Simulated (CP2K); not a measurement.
The system is HfO2.

```
CELL_PARAMETERS angstrom
3.55802 0.00000 0.00000
0.00000 3.55802 0.00000
0.00000 0.00000 5.17186
ATOMIC_POSITIONS crystal
Hf 0.00000 0.00000 0.00000
Hf 0.50000 0.50000 0.50000
O 0.00000 0.50000 0.19721
O 0.50000 0.00000 0.30279
O 0.50000 0.00000 0.80279
O 0.00000 0.50000 0.69721
```

Measurements of this composition are mostly on another form, of space group No. 14.

Program: CP2K 2026.2. Alike in all runs: no spin polarisation; cell as given; k mesh 8 × 8 × 5; smearing fermi-dirac 0.05 eV.

Problem. Order these runs on this cell by their pressure, lowest first.
A. level PBEsol; potentials or basis POTENTIAL_UZH Hf GTH-PBE-q12, O GTH-PBE-q6; TZVP-MOLOPT-PBE-GTH basis; EPS_DEFAULT 1.0E-10; NGRIDS 4; CUTOFF of the grids 600 Ry
B. level LDA; potentials or basis GTH_POTENTIALS Hf GTH-PADE-q12, O GTH-PADE-q6; TZVP-MOLOPT-PBE-GTH basis; EPS_DEFAULT 1.0E-9; NGRIDS 4; points a segment of the path (NPOINTS) 8; bands added on the path 6; CUTOFF of the grids 600 Ry
C. level r2SCAN; potentials or basis POTENTIAL_UZH Hf GTH-SCAN-q12, O GTH-SCAN-q6; TZVP-MOLOPT-SCAN-GTH basis; EPS_DEFAULT 1.0E-10; NGRIDS 5; points a segment of the path (NPOINTS) 6; bands added on the path 2; CUTOFF of the grids 850 Ry

Solution. B (-26.8 GPa), C (-4.7 GPa), A (-2.5 GPa).

Caveats: the basis of atomic orbitals isn't converged, which shifts pressures, moduli and gaps; so large a pressure means that the cell lies far from this level's equilibrium, or that cutoff or potentials fall short (some runs); the potentials were made for another functional, which shifts forces and pressure (some runs).

Not every run made on this cell is shown here.
